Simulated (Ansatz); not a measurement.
# TaN (P6_3/mmc) in Ansatz: relaxation of cell and atoms with LDA

Aim: the relaxation of cell and atoms of TaN with LDA.

Everything below comes from runs of Ansatz 0.2.0. Logs are shortened: lines on timing, memory, paths and dates and some standing lists are left out, and cuts for length are marked.

## 1. The crystal as given

The structure is hexagonal, space group P6_3/mmc (No. 194). The conventional cell has a = 2.922 Å, b = 2.922 Å, c = 5.917 Å, α = 90.00°, β = 90.00°, γ = 120.00°. Around Ta (site symmetry -3m) lie 6 N at 2.24 Å. N (site symmetry -6m2) has 6 Ta at 2.24 Å as nearest neighbours.

The cell comes from a database or a generator and needn't be the stable form of this composition.

## 2. Relaxation of cell and atoms, LDA

The input, input.yaml:

```yaml
crystal:
  lattice:
    - [2.9217699809, 0.0, 0.0]
    - [-1.4608849905, 2.5303270275, 0.0]
    - [0.0, 0.0, 5.916515]
  atoms:
    - { symbol: Ta, position: [0.0, 0.0, 0.5] }
    - { symbol: Ta, position: [0.0, 0.0, 0.0] }
    - { symbol: "N", position: [0.3333333333, 0.6666666667, 0.25] }
    - { symbol: "N", position: [0.6666666667, 0.3333333333, 0.75] }
hamiltonian:
  xc: lda
  pseudopotentials: { kind: paw }
kpoints:
  mp_grid: { grid: [10, 10, 5] }
scf:
  occupations: { method: fermi_dirac, width: 0.05 }
output:
  forces: true
  stress: true
  eigenvalues: true
relax:
  f_tol: 0.01
  max_steps: 40
  cell: { stress_tol: 0.05 }
```

Potentials or basis: Ansatz PAW.

Started as:

```sh
$ ansatz run input.yaml --threads 2 --pin off --max-ram 5632MiB --backend cpu --events-out ev --progress --plain --runs-dir out
```

Log:

```text
Warning: RAYON_NUM_THREADS=2 ignored (pool sized by the plan → 2); use --threads N
Engine: ansatz 0.2.0, aarch64-unknown-linux-gnu
Pseudopotentials: kind: paw
Pseudopotential: Ta, paw, valence charge 13, recommended cutoff 420 eV (normal), Ta.paw.azcp
Pseudopotential: N, paw, valence charge 5, recommended cutoff 420 eV (normal), N.paw.azcp
Functional definition: SPW92
  exchange = slater_x
  correlation = pw_c
Crystal: 4 atoms, lattice volume = 43.741 Å³
Basis set: ecut = 420 eV, 847 PW (Γ)
Bands: 22, of which v1, the nominal top of the filled ones, is band 18 counted from 1 (17 counted from 0)
Symmetry: 24 space group operations
Space group: P63/mmc (ITA 194), of the structure as read, at distance tolerance 3.5e-5 Å
k-points: 42 of 500
Non-local potential: Ta, projectors of the file, l = 0: 3, l = 1: 2, l = 2: 2, l = 3: 1
Non-local potential: N, projectors of the file, l = 0: 2, l = 1: 2, l = 2: 1
PAW form: soft (Blöchl's): semilocal exchange-correlation on the pseudo side does not see the compensation charge
PAW frozen core: Ta, regenerated for the run's functional, and the local potential with it (the file was generated under x = pbe(κ = 0.804, μ = 0.2195149727645171), c = pbe(β = 0.06672455060314922))
PAW frozen core: N, regenerated for the run's functional, and the local potential with it (the file was generated under x = pbe(κ = 0.804, μ = 0.2195149727645171), c = pbe(β = 0.06672455060314922))
PAW one-centre angular grid: Ta, 590 points (default); XC on 64 Gauss nodes
PAW one-centre angular grid: N, 110 points (default); XC on 64 Gauss nodes
Initial density: superposition of atomic densities (neutral atoms: chi_scale 0, normalization atom), corrected by the library's trained network
Initial wavefunctions: pseudopotential atomic-orbital guess
Functional: x = slater, c = lda
SCF iter   1: F=—  HF=-20117.635784 eV  |F-HF|=—  |Δ(HF+E_count)|=         —  Δρ=1.53e-2  dr2=9.21e-2  ethr=1.77e-3  ⟨swp⟩=5.8  Hψ=4203  notcnv=0
preconditioner: auto → Kerker (q_TF=auto, 2.641 Å⁻¹)  [metal: Δε(μ)=0.050 eV  Ē_g=9.210 eV  σ=0.050 eV  W_gap=0.23  n_scr=10 (ndim 8)  ℏωp=25.1 eV  f_vac=0.000  D(μ)=1.28/eV (n_scr^D=4)]
SCF iter   2: F=—  HF=-20117.615386 eV  |F-HF|=—  |Δ(HF+E_count)|=   2.04e-2  Δρ=5.25e-3  dr2=7.56e-3  ethr=2.56e-4  ⟨swp⟩=2.0  Hψ=1523  notcnv=0
SCF iter   3: F=—  HF=-20117.613598 eV  |F-HF|=—  |Δ(HF+E_count)|=   1.79e-3  Δρ=2.71e-3  dr2=2.39e-3  ethr=2.10e-5  ⟨swp⟩=1.1  Hψ=941  notcnv=0
SCF iter   4: F=—  HF=-20117.612827 eV  |F-HF|=—  |Δ(HF+E_count)|=   7.71e-4  Δρ=3.69e-4  dr2=6.14e-5  ethr=6.65e-6  ⟨swp⟩=2.1  Hψ=1304  notcnv=0
SCF iter   5: F=—  HF=-20117.612814 eV  |F-HF|=—  |Δ(HF+E_count)|=   1.26e-5  Δρ=1.04e-4  dr2=3.92e-6  ethr=1.71e-7  ⟨swp⟩=2.0  Hψ=1332  notcnv=0
SCF iter   6: F=—  HF=-20117.612813 eV  |F-HF|=—  |Δ(HF+E_count)|=   7.85e-7  Δρ=1.64e-5  dr2=1.00e-7  ethr=1.09e-8  ⟨swp⟩=2.0  Hψ=1287  notcnv=0
SCF iter   7: F=-20117.612813 eV  HF=-20117.612813 eV  |F-HF|=9.17e-10  |Δ(HF+E_count)|=   8.01e-9  Δρ=2.37e-6  dr2=2.20e-9  ethr=2.78e-10  ⟨swp⟩=4.5  Hψ=3261  notcnv=0
SCF 1 converged in 7 iterations: F = -20117.612813 eV  dr2 = 2.20e-9
relax step   1: F+E_penalty+E_count = -20117.61281330 eV  Δ(F+E_penalty+E_count) = +0.000e0 eV  max|allowed force component| = 4.348e-16 eV/Å  Δτ_max = 0.0000 Å  P = -16.888 GPa  Ω = 43.741 Å³  (7 SCF iters, dr2 threshold 1.00e-7 eV, accepted)
Crystal: 4 atoms, lattice volume = 40.170 Å³
Basis set: ecut = 420 eV, 787 PW (Γ)
Initial density: handed on by an earlier stage of this run
Initial wavefunctions: those handed on with the density
iter 1 solved again at ethr=1.49e-4 eV; its pass at ethr=3.10e-3 eV (dr2=5.36e-2 eV) is discarded
SCF iter   1: F=—  HF=-20117.681831 eV  |F-HF|=—  |Δ(HF+E_count)|=         —  Δρ=1.25e-2  dr2=5.44e-2  ethr=1.49e-4  ⟨swp⟩=1.1  Hψ=6192  notcnv=0
preconditioner: auto → Kerker (q_TF=auto, 2.679 Å⁻¹)  [metal: Δε(μ)=0.024 eV  Ē_g=9.903 eV  σ=0.050 eV  W_gap=0.12  n_scr=10 (ndim 8)  ℏωp=26.2 eV  f_vac=0.000  D(μ)=1.38/eV (n_scr^D=4)]
SCF iter   2: F=—  HF=-20117.669097 eV  |F-HF|=—  |Δ(HF+E_count)|=   1.27e-2  Δρ=3.59e-3  dr2=6.20e-3  ethr=1.49e-4  ⟨swp⟩=2.0  Hψ=1505  notcnv=0
SCF iter   3: F=—  HF=-20117.667817 eV  |F-HF|=—  |Δ(HF+E_count)|=   1.28e-3  Δρ=1.94e-3  dr2=2.03e-3  ethr=1.72e-5  ⟨swp⟩=2.0  Hψ=1398  notcnv=0
[... 45 lines left out ...]
basis re-selected at this cell: Δ(F+E_penalty+E_count) = +6.235e-3 eV, ΔP = -0.219 GPa vs the last step (what re-selecting the basis moved, of the pressure what is left beyond the Pulay correction that the steps carried, after the strain that the cell walked since its last selection, with what the two solves' SCF thresholds leave and, on support functions, any second-order correction that the steps lacked; it is no measure of the basis error at this ecutwfc). This SCF's stress stands 2.31e-1 GPa from its target on what of the cell is left free (relax.cell.stress_tol is 5.00e-2 GPa) and its largest allowed force component is 6.29e-16 eV/Å (relax.f_tol is 1.00e-2 eV/Å): not within both, so this SCF does not close the relaxation
Crystal: 4 atoms, lattice volume = 41.587 Å³
iter 1 solved again at ethr=1.05e-8 eV; its pass at ethr=3.10e-3 eV (dr2=3.77e-6 eV) is discarded
SCF iter   1: F=—  HF=-20117.731634 eV  |F-HF|=—  |Δ(HF+E_count)|=         —  Δρ=9.46e-5  dr2=3.33e-6  ethr=1.05e-8  ⟨swp⟩=2.0  Hψ=5647  notcnv=0
preconditioner: auto → Kerker (q_TF=auto, 2.663 Å⁻¹)  [metal: Δε(μ)=0.047 eV  Ē_g=9.647 eV  σ=0.050 eV  W_gap=0.23  n_scr=10 (ndim 8)  ℏωp=25.8 eV  f_vac=0.000  D(μ)=1.23/eV (n_scr^D=4)]
SCF iter   2: F=—  HF=-20117.731633 eV  |F-HF|=—  |Δ(HF+E_count)|=   7.74e-7  Δρ=2.49e-5  dr2=2.95e-7  ethr=9.26e-9  ⟨swp⟩=2.0  Hψ=1305  notcnv=0
SCF iter   3: F=-20117.731633 eV  HF=-20117.731633 eV  |F-HF|=5.91e-8  |Δ(HF+E_count)|=   5.76e-8  Δρ=1.40e-5  dr2=1.03e-7  ethr=3.72e-10  ⟨swp⟩=4.0  Hψ=3033  notcnv=0
SCF 7 converged in 3 iterations: F = -20117.731633 eV  dr2 = 1.03e-7
relax step   7: F+E_penalty+E_count = -20117.73163319 eV  Δ(F+E_penalty+E_count) = -1.134e-4 eV  max|allowed force component| = 3.238e-16 eV/Å  Δτ_max = 0.0000 Å  P = -0.001 GPa  Ω = 41.587 Å³  energy of the carried Pulay correction = +9.550e-5 eV  (3 SCF iters, dr2 threshold 1.34e-7 eV, accepted)
iter 1 solved again at ethr=2.24e-8 eV; its pass at ethr=3.10e-3 eV (dr2=8.07e-6 eV) is discarded
SCF iter   1: F=—  HF=-20117.731546 eV  |F-HF|=—  |Δ(HF+E_count)|=         —  Δρ=1.45e-5  dr2=1.04e-7  ethr=2.24e-8  ⟨swp⟩=3.4  Hψ=7002  notcnv=0
preconditioner: auto → Kerker (q_TF=auto, 2.663 Å⁻¹)  [metal: Δε(μ)=0.047 eV  Ē_g=9.646 eV  σ=0.050 eV  W_gap=0.23  n_scr=10 (ndim 8)  ℏωp=25.8 eV  f_vac=0.000  D(μ)=1.23/eV (n_scr^D=4)]
SCF iter   2: F=—  HF=-20117.731546 eV  |F-HF|=—  |Δ(HF+E_count)|=   5.83e-7  Δρ=9.47e-6  dr2=4.72e-8  ethr=2.88e-10  ⟨swp⟩=2.0  Hψ=1267  notcnv=0
SCF iter   3: F=—  HF=-20117.731546 eV  |F-HF|=—  |Δ(HF+E_count)|=   1.77e-8  Δρ=1.30e-6  dr2=6.30e-10  ethr=1.31e-10  ⟨swp⟩=2.0  Hψ=1327  notcnv=0
SCF iter   4: F=—  HF=-20117.731546 eV  |F-HF|=—  |Δ(HF+E_count)|=  2.18e-11  Δρ=3.92e-7  dr2=5.05e-11  ethr=1.75e-12  ⟨swp⟩=2.0  Hψ=1435  notcnv=0
SCF iter   5: F=-20117.731546 eV  HF=-20117.731546 eV  |F-HF|=3.64e-12  |Δ(HF+E_count)|=  1.09e-11  Δρ=1.53e-7  dr2=8.01e-12  ethr=1.00e-12  ⟨swp⟩=4.2  Hψ=3070  notcnv=0
SCF 8 converged in 5 iterations: F = -20117.731546 eV  dr2 = 8.01e-12
relax step   8: F+E_penalty+E_count = -20117.73154562 eV  Δ(F+E_penalty+E_count) = +8.757e-5 eV  max|allowed force component| = 3.423e-16 eV/Å  Δτ_max = 0.0000 Å  P = -0.002 GPa  Ω = 41.587 Å³  stress off target by 2.60e-3 GPa  SCF on the basis re-selected at this cell (its energy is not comparable with the rows above)  (5 SCF iters)
basis re-selected at this cell: Δ(F+E_penalty+E_count) = +8.757e-5 eV, ΔP = -0.001 GPa vs the last step (what re-selecting the basis moved, of the pressure what is left beyond the Pulay correction that the steps carried, after the strain that the cell walked since its last selection, with what the two solves' SCF thresholds leave and, on support functions, any second-order correction that the steps lacked; it is no measure of the basis error at this ecutwfc). This SCF's stress stands 2.60e-3 GPa from its target on what of the cell is left free (relax.cell.stress_tol is 5.00e-2 GPa) and its largest allowed force component is 3.42e-16 eV/Å (relax.f_tol is 1.00e-2 eV/Å): within both
SCF converged after 5 iterations
Free energy (F): -20117.731546 eV
Harris-Foulkes:  -20117.731546 eV  (|F-HF|=3.64e-12)
Internal energy: -20117.721505 eV  (E = F + TS)
E sigma→0 (E₀):  -20117.726526 eV
Entropy (-TS):   -0.010040 eV (-2.510 meV/atom)
Fermi energy:    20.677589 eV
--- Per-component energies (eV) ---
  E_band       = -85.462601
  E_kinetic    = 1004.169342
  E_local      = -1165.690761  (includes V_loc(G=0)·N_el)
  E_nonlocal   = 135.373030
  E_hartree    = 392.495664
  E_xc         = -556.988899
  E_vxc        = -565.729424  (∫ρ·V_xc dr)
  E_paw        = -16535.592596  (= ΣΔE_a)
  E_vpaw       = -278.576495  (= ΣTr[D̂ρ^β])
  E_aug_tail   = 0.000348  (compensation charges beyond the density's cutoff)
  E_ewald      = -3392.165528
  E_core_change = 0.677894  (= ΣΔE_core)
  E_smearing   = -0.010040  (= −TS)
  E_closure    = 0.000000  (closes the sum)
  Σ components = -20117.731546   (vs F -20117.731546, Δ=0.00e0)
--- Forces (eV/Å), atoms counted from 1 ---
  atom   1  Ta     0.00000000     0.00000000     0.00000000
  atom   2  Ta     0.00000000    -0.00000000    -0.00000000
  atom   3  N      0.00000000    -0.00000000     0.00000000
  atom   4  N     -0.00000000     0.00000000    -0.00000000
  max |Σ_I F_I| component: 1.11e-16 eV/Å
--- Stress (GPa, compression-positive) ---
       -0.002601      -0.000000      -0.000000
       -0.000000      -0.002601       0.000000
       -0.000000       0.000000      -0.001036
  P = ⅓ Tr σ = -0.0021 GPa (-0.021 kbar)
--- Band table (eV; the first three rows and the last of 42) ---
  k-point 0: bands = ["-47.6098", "-47.5632", "-14.8583", "-13.9529", "-13.6604", "-13.6604", "-13.5863", "-13.5863", "3.0162", "5.7052", "11.1971", "15.6462", "15.6462", "16.1878", "17.1499", "18.6678", "18.6678", "20.4112", "20.4112", "21.2330", "21.2330", "23.1756"]
  k-point 1: bands = ["-47.6054", "-47.5676", "-14.7776", "-14.0458", "-13.6533", "-13.6533", "-13.5934", "-13.5934", "3.2278", "5.3619", "11.6496", "15.3678", "15.8148", "15.8148", "17.9137", "18.0307", "18.0307", "21.0296", "21.0296", "21.3529", "21.3529", "22.4063"]
  k-point 2: bands = ["-47.5937", "-47.5793", "-14.5612", "-14.2821", "-13.6349", "-13.6349", "-13.6120", "-13.6120", "3.8066", "4.6003", "12.7385", "14.0703", "16.3077", "16.3077", "17.0816", "17.0816", "19.2073", "20.8089", "21.6225", "21.6225", "21.6665", "21.6665"]
  k-point 41: bands = ["-47.4799", "-47.4665", "-14.6142", "-14.5684", "-14.3769", "-14.3365", "-14.2437", "-14.0124", "5.4623", "5.5857", "13.2374", "13.3668", "14.1256", "14.6512", "14.9909", "15.6469", "20.1119", "20.2331", "22.5994", "23.1961", "24.3635", "24.6025"]
--- Relaxed structure (6 steps of the walk, 6 accepted, 2 SCFs on fresh bases) ---
  F+E_penalty+E_count = -20117.73154562 eV   max|allowed force component| = 3.423e-16 eV/Å   (the final SCF, on the basis selected at the relaxed cell)
  cell:  # Å, volume = 41.5870 Å³
    - [2.873082251804554, 2.8386465436459782e-11, -1.7854537921283247e-29]
    - [-1.4365411259268603, 2.48816221721075, -1.5643105749650475e-18]
    - [-1.5199924513620976e-32, -3.657735494642255e-18, 5.8174307835975005]
  atoms:
    - { symbol: Ta, position: [-9.62964972193618e-35, 3.851859888774472e-34, 0.5] }
    - { symbol: Ta, position: [-6.830624401126553e-36, 3.106001086693374e-34, 1.627588153150322e-35] }
    - { symbol: N, position: [0.33333333333333337, 0.6666666666666667, 0.25] }
    - { symbol: N, position: [0.6666666666666667, 0.3333333333333333, 0.75] }
```

Wall time 9.1 s (2 threads of Arm Neoverse V2, shared host); peak memory 0.33 GiB.

What came out:

| Property | Result |
| --- | --- |
| Free energy | -20117.7315 eV |
| Relaxed volume | 10.40 Å³/atom |
| Relaxed cell | a = 2.873 Å, b = 2.873 Å, c = 5.817 Å, α = 90.00°, β = 90.00°, γ = 120.00° |
| Space group after relaxing (to 0.05 Å) | P6_3/mmc (No. 194) |
| Energy gained by relaxing | 29.7 meV/atom |
| Ionic steps | 8 |
| Pressure after relaxing | 0.0 GPa |
| Band gap on the k mesh | none (metal or under the smearing width) |

Step by step:
```
step  energy change (eV)  largest force (eV/Å)  volume (Å³)
   1              0.0000                0.0000        43.74
   2             -0.0542                0.0000        40.17
   3             -0.1216                0.0000        41.68
   4             -0.1248                0.0000        41.64
   5             -0.1249                0.0000        41.61
   6             -0.1187                0.0000        41.61
   7             -0.1188                0.0000        41.59
   8             -0.1187                0.0000        41.59
```

Final structure:
```
Ta N
1.0
     2.87308    0.00000    0.00000
    -1.43654    2.48816    0.00000
     0.00000    0.00000    5.81743
Ta N
2 2
Direct
  0.00000 0.00000 0.50000
  0.00000 0.00000 0.00000
  0.33333 0.66667 0.25000
  0.66667 0.33333 0.75000
```

Caveat: the plane-wave basis is chosen anew once the cell has moved, so the energies of steps on either side of that aren't comparable; the pressure holds a Pulay correction of +0.6 GPa for the finite cutoff; the PAW data sets come from PBE, with cores solved anew for the run's functional, which leaves a small shift of forces and pressure. Spin-orbit coupling is left out, which matters for the levels of Ta.
